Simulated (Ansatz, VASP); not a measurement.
Hf in VASP and in Ansatz

```
Hf
1.0
     3.18792    0.00000    0.00000
    -1.59396    2.76082    0.00000
     0.00000    0.00000   10.26773
Hf
4
Direct
  0.00000 0.00000 0.00000
  0.00000 0.00000 0.50000
  0.33333 0.66667 0.75000
  0.66667 0.33333 0.25000
```

Alike in both runs: functional PBE; k mesh 6 × 6 × 2; occupations gaussian, width 0.1 eV; no spin polarisation.

Ansatz relaxed the structure, and its values are those at the end. VASP's run is a single point on that final structure, the one shown.

|  | VASP | Ansatz |
| --- | --- | --- |
| version | VASP 6.6.1 | Ansatz 0.2.0 |
| potentials or method | VASP PAW PBE potentials, release 64 (Hf_pv) | scalar-relativistic, plane waves, PAW |
| plane-wave cutoff (eV) | 520 | 420 |
| valence electrons in the cell | 40 | 104 |

Ansatz gave:

| Item | Value |
| --- | --- |
| gap on the k mesh at the Fermi level (eV) | none |
| pressure (GPa) | 0.0 |

Which values does VASP return?

gap on the k mesh at the Fermi level (eV): none; pressure (GPa): -0.5.

A gap of «none» marks a metal or a gap that the smearing closes. With one functional, cell and mesh, what is left measures potentials, basis and numerics. The two sets of potentials don't hold the same shells in valence.

Caveats: the k mesh is coarse (spacing up to 0.38 Å⁻¹), so the values aren't converged. Spin-orbit coupling is left out, which matters for the levels of Hf.
